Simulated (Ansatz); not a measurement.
**KCl under changes of volume**

One of the cells (28.294 Å³/atom); the others are scaled copies at fixed shape and fractional positions:

```
K Cl
1.0
     3.83920    0.00000    0.00000
     0.00000    3.83920    0.00000
     0.00000    0.00000    3.83920
K Cl
1 1
Direct
  0.00000 0.00000 0.00000
  0.50000 0.50000 0.50000
```

Measurements of this composition are mostly on another form, of space group No. 225.

```yaml
Program: Ansatz 0.2.0
Functional: HSE06
Potentials_or_basis: Ansatz PAW
Cutoff: "420 eV (not typed: the program's choice for these potentials)"
k_mesh: 4 × 4 × 4
Occupations: fermi-dirac, width 0.05 eV
Spin: no spin polarisation
```

```csv
volume (Å³/atom),energy over the lowest point (meV/atom),pressure (GPa),gap on the mesh (eV)
26.596,2.60,0.8,6.41
27.162,0.50,0.4,6.30
27.728,0.00,-0.1,6.21
28.294,?,?,?
28.860,3.09,-0.8,6.03
29.426,6.39,-1.1,5.95
29.991,10.67,-1.3,5.87
```

Problem. What does the run at 28.294 Å³/atom give?

Solution. Energy over the lowest point 0.92 meV/atom; pressure -0.4 GPa; gap on the mesh 6.12 eV.

Worked out: A Birch-Murnaghan fit of order 3 (a polynomial in V^(-2/3)) to the other rows has its minimum at 27.64 Å³/atom with B0 = V·E''(V) = 20.0 GPa and B' = 4.8. It gives 0.92 meV/atom at 28.294 Å³/atom, against the run's 0.92, and -dE/dV = -0.4 GPa, against -0.4. A straight line through the other rows of the gap, of slope -4.46 eV per unit of ln V, gives 6.12 eV, against the run's 6.12.

Energies are extrapolated to zero smearing.

Caveats: the PAW data sets come from PBE, with cores solved anew for the run's functional, which leaves a small shift of forces and pressure; the thresholds are loose for stress.

A mesh can miss the band edges.
